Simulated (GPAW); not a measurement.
Runs of GPAW 26.7.0 on Al. Symmetry: P6_3/mmc, No. 194, hexagonal system. The conventional cell has a = 2.812 Å, b = 2.812 Å, c = 4.867 Å, α = 90.00°, β = 90.00°, γ = 120.00°. Al (site symmetry -6m2) is surrounded by 12 Al at 2.81 to 2.93 Å. This isn't the form of Al at room conditions, which is fcc.

```csv
task,level,potentials or basis,cell,band path,band points,gap on the mesh (eV),pressure (GPa),V0 of scaled cells (Å³/atom),B0 (GPa)
equation of state,PBEsol,"PAW data sets generated in the run's folder for this functional, pw",as given,-,-,-,-,16.42,80
equation of state,LDA,"the program's PAW data sets (release 1.2.1) made for this functional, pw",as given,-,-,-,-,16.04,(b)
single point,PBEsol,"PAW data sets generated in the run's folder for this functional, pw","atoms moved at random, drawn with an rms of 0.05 Å",-,-,none,-1.1,-,-
band structure,PBEsol,"PAW data sets generated in the run's folder for this functional, pw",as given,"GMKGALHA,LM,KH",60,-,-1.2,-,-
band structure,LDA,"the program's PAW data sets (release 1.2.1) made for this functional, pw",as given,"GMKGALHA,LM,KH",60,-,(a),-,-
single point,PBEsol,"PAW data sets generated in the run's folder for this functional, pw",as given,-,-,none,-1.2,-,-
```

Alike in all rows: no spin polarisation; k mesh 11 × 11 × 6; cutoff (eV) 600; smearing fermi-dirac 0.05 eV.

Question: Estimate the missing entries.

Answer: (a) -2.9; (b) 82.

Caveats: the cell was scaled at fixed shape and fractional positions, which overstates the stiffness of a crystal with free parameters, most of all of layers and chains (some runs).

A gap of «none» marks a metal or a gap under the smearing width.
